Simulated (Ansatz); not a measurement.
# Rh (element-swapped structure): how the settings move a single-point run

Question: which choices in the input matter for Rh (element-swapped structure)?

This is Rh in the bcc structure; at room conditions it is fcc.

Program: Ansatz 0.2.0. Level of theory: reference: DFT PBE, plane waves, PAW, scalar-relativistic, no spin polarisation. These are calculated values, not measurements.

1 further run of the same task is left out (it didn't finish).

**1. The starting structure**

It takes space group Im-3m (No. 229, cubic). Conventional cell: a = 3.009 Å, b = 3.009 Å, c = 3.009 Å, α = 90.00°, β = 90.00°, γ = 90.00°. Around Rh (site symmetry m-3m) lie 8 Rh at 2.61 Å.

Coordinates:

```xyz
1
Lattice="-1.5043 1.5043 1.5043 1.5043 -1.5043 1.5043 1.5043 1.5043 -1.5043" Properties=species:S:1:pos:R:3 pbc="T T T"
Rh    0.0000    0.0000    0.0000
```

**2. The reference run**

input.yaml

```yaml
crystal:
  lattice:
    - [-1.504287, 1.504287, 1.504287]
    - [1.504287, -1.504287, 1.504287]
    - [1.504287, 1.504287, -1.504287]
  atoms:
    - { symbol: Rh, position: [0.0, 0.0, 0.0] }
  symmetry: { tolerance: 0.0003 }
kpoints:
  mp_grid: { grid: [8, 8, 8], shift: [0, 0, 0] }
magnetization:
  spin_polarized: false
scf:
  occupations: { method: fermi_dirac }
hamiltonian:
  pseudopotentials: { kind: paw }
  xc: pbe
basis:
  ecutwfc: 420
output:
  forces: true
  stress: true
  eigenvalues: true
```

Command:

```console
$ ansatz run input.yaml --threads 1 --pin off --max-ram 2560MiB --backend cpu --events-out ev --progress --plain --runs-dir out
```

**3. Changing settings: occupations.method methfessel_paxton, occupations.width 0.3**

Edit input.yaml of step 2 so:

```diff
@@ -13,3 +13,3 @@
 scf:
-  occupations: { method: fermi_dirac }
+  occupations: { method: methfessel_paxton, width: 0.3 }
 hamiltonian:
```

**4. Changing settings: dispersion d3bjatm**

Edit input.yaml of step 2 so:

```diff
@@ -17,2 +17,3 @@
   xc: pbe
+  dispersion: d3bjatm
 basis:
@@ -23 +24,5 @@
   eigenvalues: true
+  write_density: true
+  write_potential: true
+  elf: true
+  volumetric_format: npy
```

**5. Changed: mp_grid.grid [6, 6, 6]**

Edit input.yaml of step 2 so:

```diff
@@ -9,3 +9,3 @@
 kpoints:
-  mp_grid: { grid: [8, 8, 8], shift: [0, 0, 0] }
+  mp_grid: { grid: [6, 6, 6], shift: [0, 0, 0] }
 magnetization:
@@ -23 +23,5 @@
   eigenvalues: true
+  write_density: true
+  write_potential: true
+  elf: true
+  volumetric_format: npy
```

Q: Predict the outcome of this session. Wanted: for each run, ending; energy change; pressure; gap; force.

As calculated:

| run | ending | energy change | pressure (GPa) | gap (eV) | force (eV/Å) | cycles | time |
| --- | --- | --- | --- | --- | --- | --- | --- |
| reference | converged | 0 | 17.1 | 0.00 | 0.00 | 6 | 0.45 s |
| 1: occupations.method methfessel_paxton, occupations.width 0.3 | converged | +1.8 meV/atom (σ→0) | 16.5 | 0.00 | 0.00 | 5 | 0.42 s |
| 2: dispersion d3bjatm | converged | -572.5 meV/atom (offset of the dispersion model) | 11.0 | 0.00 | 0.00 | 6 | 0.78 s |
| 3: mp_grid.grid [6, 6, 6] | converged | +94.5 meV/atom | 19.1 | 0.00 | 0.00 | 6 | 0.43 s |

Times don't compare one to one where runs were asked for different outputs or read a saved state (see the inputs); cycles may leave out searches for a lower state.

Residual by cycle in the longest SCF loop of each run; runs are numbered as in the table. The quantity is the density residual dr2, in eV.

| cycle | reference | run 1 | run 2 | run 3 |
| --- | --- | --- | --- | --- |
| 1 | 2.9e-4 | 3.7e-4 | 2.9e-4 | 0.00296 |
| 2 | 6.7e-5 | 8.4e-5 | 6.7e-5 | 5.4e-4 |
| 3 | 1.4e-5 | 2.1e-5 | 1.4e-5 | 1.1e-4 |
| 4 | 9.0e-8 | 1.8e-7 | 9.0e-8 | 5.7e-7 |
| 5 | 1.6e-8 | 2.5e-9 | 1.6e-8 | 4.2e-8 |
| 6 | 6.8e-11 | - | 6.8e-11 | 3.1e-9 |

The structure is not at rest: the sound run finds 17 GPa, so these are no properties of the relaxed crystal. 

The reference has limits of its own: it is run without spin, though an odd electron count or open d shells could carry moments; its mesh is coarse for a cell with so small a gap or none; the structure is made up and not relaxed.
